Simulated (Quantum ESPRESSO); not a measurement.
The system is BaTiO3 (Barioperovskite).

```
Ba Ti O
1.0
     3.98550    0.00000    0.00000
     0.00000    2.83690    2.84515
     0.00000   -2.83690    2.84515
Ba Ti O
1 1 3
Direct
  0.00000 0.00000 0.00000
  0.50000 0.51240 0.51240
  0.50000 0.99184 0.50524
  0.50000 0.50524 0.99184
  0.00000 0.48740 0.48740
```

Base run:

| Item | Value |
| --- | --- |
| Program | Quantum ESPRESSO 7.5 |
| Functional | LDA |
| Potentials or basis | GBRV 1.5 LDA |
| Cutoff | 612 eV |
| Density cutoff | 4898 eV |
| k mesh | 7 × 7 × 7 |
| Occupations | fermi-dirac, width 0.05 eV |
| Spin | no spin polarisation |

Its results: band gap on the k mesh 1.89 eV, indirect (least direct gap 1.99 eV); pressure -7.4 GPa; largest force 0.309 eV/Å.

Q: The run is repeated on the same cell with these changes: functional from LDA to PBEsol; potentials or basis from GBRV 1.5 LDA to GBRV 1.5 PBEsol. What comes out?

A: Band gap on the k mesh 1.93 eV, indirect (least direct gap 2.04 eV); pressure -2.9 GPa; largest force 0.285 eV/Å.

Caveats: some levels on the path didn't converge; spin-orbit coupling is left out, which moves the levels of the heavy elements.

A k mesh can miss the band edges.

Not every run made on this cell is shown here.
